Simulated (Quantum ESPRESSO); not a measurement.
MgS (Niningerite):

```
CELL_PARAMETERS angstrom
0.00000 2.60165 2.60165
2.60165 0.00000 2.60165
2.60165 2.60165 0.00000
ATOMIC_POSITIONS crystal
S 0.50000 0.50000 0.50000
Mg 0.00000 0.00000 0.00000
```

| Property | Result |
| --- | --- |
| Program | Quantum ESPRESSO 7.5 |
| Task | phonons |
| Functional | LDA |
| Potentials or basis | JTH 2.0 LDA |
| Cutoff | 490 eV |
| Density cutoff | 2939 eV |
| k mesh | 6 × 6 × 6, shifted |
| Occupations | fermi-dirac, width 0.05 eV |
| Spin | no spin polarisation |
| Form of the LDA correlation | PW92 |
| Mixing beta | 0.5 |
| Most SCF iterations | 120 |
| SCF threshold | 4e-10 Ry |

The cell and the atoms were relaxed first, to 16.83 Å³/atom (a = 3.624 Å, b = 3.624 Å, c = 3.624 Å, α = 60.00°, β = 60.00°, γ = 60.00°), and the response was taken there.

The first run showed a gap, so the response started from a second, tighter run with fixed occupations.

The run gives a transverse optical frequency of 256 cm⁻¹, an electronic dielectric constant of 5.56 and Born charges of ±2.29 e.

**Question.** What are the longitudinal frequency and the static dielectric constant?

**Answer.** The longitudinal mode lies at 406 cm⁻¹, 150 cm⁻¹ over the transverse one, and the static constant is 14.02. The two agree with the Lyddane-Sachs-Teller relation: (406/256)² = 2.52 and 14.02/5.56 = 2.52.

Caveat: the cutoff is low for these files, which shifts pressure and relaxed volume.
